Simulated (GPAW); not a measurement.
# Ca in GPAW: convergence with k mesh

Crystal: Ca.

```xyz
1
Lattice="-2.2400 2.2400 2.2400 2.2400 -2.2400 2.2400 2.2400 2.2400 -2.2400" Properties=species:S:1:pos:R:3 pbc="T T T"
Ca    0.0000    0.0000    0.0000
```

This isn't the form of Ca at room conditions, which is fcc.

| Property | Result |
| --- | --- |
| Program | GPAW 26.7.0 |
| Task | convergence study |
| Functional | PBEsol |
| Potentials or basis | PAW data sets generated in the run's folder for this functional |
| Cutoff | 600 eV |
| Basis | pw |
| k mesh | 2 × 2 × 2 |
| Occupations | fermi-dirac, width 0.05 eV |
| Spin | no spin polarisation |

These are the settings of the first run; the series varies k mesh, with any setting tied to it.

Hardware: 1 thread of Arm Neoverse V2, on a shared host.

Question: The values tried are 2 × 2 × 2, 3 × 3 × 3, 4 × 4 × 4, 5 × 5 × 5, 6 × 6 × 6, 8 × 8 × 8, 9 × 9 × 9, 11 × 11 × 11, loosest first. From which on does the pressure stay within 0.1 GPa of the tightest run that finished?

Answer: From 3 × 3 × 3 on.

| k mesh | energy less the tightest run, at zero smearing (meV/atom) | pressure (GPa) | SCF cycles | CPU time (s) | peak memory (GiB) |
| --- | --- | --- | --- | --- | --- |
| 2 × 2 × 2 | 384.89 | -2.53 | 11 | 3.6 | 0.13 |
| 3 × 3 × 3 | 155.30 | -1.49 | 16 | 4.6 | 0.13 |
| 4 × 4 × 4 | 21.97 | -1.40 | 11 | 4.7 | 0.13 |
| 5 × 5 × 5 | 7.10 | -1.54 | 12 | 5.7 | 0.13 |
| 6 × 6 × 6 | 3.25 | -1.43 | 11 | 6.8 | 0.14 |
| 8 × 8 × 8 | 1.14 | -1.49 | 11 | 11 | 0.14 |
| 9 × 9 × 9 | 1.10 | -1.48 | 11 | 13 | 0.15 |
| 11 × 11 × 11 | 0.00 | -1.49 | 11 | 18 | 0.16 |

Not settled before the last step: the energy (to 1 meV/atom). Meshes of other sizes hit other points, so gaps and Fermi surfaces needn't settle smoothly. The tightest run that finished is the yardstick and may itself not be fully converged.

Caveat, for the tightest run too: the cell was measured hot, at 740 K.
